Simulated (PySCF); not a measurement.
A run of PySCF 2.14.0 is set up as follows.

File run.py:

```python
import json
import numpy as np
from pyscf.pbc import gto, scf, dft, df
from pyscf.pbc.tools import pyscf_ase
from ase import Atoms

atoms = Atoms(['Si', 'Si'],
              cell=[[0.0, 2.7218511865, 2.7218511865], [2.7218511865, 0.0, 2.7218511865], [2.7218511865, 2.7218511865, 0.0]],
              scaled_positions=[[0.5, 0.5, 0.5], [0.75, 0.75, 0.75]],
              pbc=True)
cell = pyscf_ase.cell_from_ase(atoms)
cell.basis = 'DZVP-MOLOPT-HYB-GTH-q4'
cell.pseudo = 'GTH-HYB-q4'
cell.ke_cutoff = 50  # hartree
cell.exp_to_discard = 0.02
cell.precision = 1e-08
cell.max_memory = 5880  # MB
cell.verbose = 4
cell.build()

res = {}
kpts = cell.make_kpts([3, 3, 3])
mf = dft.KRKS(cell, kpts, xc='0.1*HF + 0.9*GGA_X_PBE, GGA_C_PBE', exxdiv='ewald')
mf = mf.density_fit()
mf.with_df._cderi = 'cderi.h5'  # three-centre integrals saved by an earlier run on this cell, basis and mesh
mf.grids = dft.gen_grid.UniformGrids(cell)
mf.conv_tol = 1e-07
mf.max_cycle = 60

mf.kernel()
res.update(converged=bool(mf.converged), e_tot=mf.e_tot, nelec=cell.nelectron, nao=cell.nao, mesh=list(map(int, cell.mesh)), a=cell.lattice_vectors().tolist(), coords=cell.atom_coords().tolist(),
           mo_energy=[np.real(x).tolist() for x in mf.mo_energy], mo_occ=[np.real(x).tolist() for x in mf.mo_occ])
res.update(kpts=cell.get_scaled_kpts(kpts).tolist())
res['parts'] = {k: float(np.real(v)) for k, v in mf.scf_summary.items() if np.isscalar(v)}
json.dump(res, open('results.json', 'w'))
if not mf.converged:
    raise SystemExit('SCF not converged')

print('levels (eV)')
for i, kp in enumerate(res['kpts'][:40]):
    print('k %7.4f %7.4f %7.4f  ' % tuple(kp), ' '.join('%.3f' % (x * 27.211386) for x in res['mo_energy'][i][:9]))

# Mulliken populations
dm, s = np.asarray(mf.make_rdm1()), np.asarray(mf.get_ovlp())
sites = cell.aoslice_by_atom()[:, 2:]
tot = np.einsum('kij,kji->i', dm, s).real / len(kpts)
res['mulliken'] = [cell.atom_charge(i) - tot[a0:a1].sum() for i, (a0, a1) in enumerate(sites)]
print('Mulliken charges', np.round(res['mulliken'], 5))
res['meta_lowdin'] = mf.mulliken_meta()[1].tolist()
res['done'] = True
json.dump(res, open('results.json', 'w'))
```

Potentials or basis: DZVP-MOLOPT-HYB/GTH-HYB (UZH) (potentials made for PBE0).

Run with:

```bash
$ OMP_NUM_THREADS=4 python -u run.py > log
```

Predict the band gap on the k mesh.

1.40 eV, indirect (least direct gap 3.18 eV).

Caveat: the k mesh is coarse (spacing up to 0.67 Å⁻¹), so the values aren't converged, least of all with exact exchange; on so small a mesh gaps with full-range exact exchange can be off by tenths of an eV to over 1 eV; an odd mesh through Γ misses points on the zone boundary, where band edges often lie; the basis of atomic orbitals isn't converged, which shifts pressures, moduli and gaps.
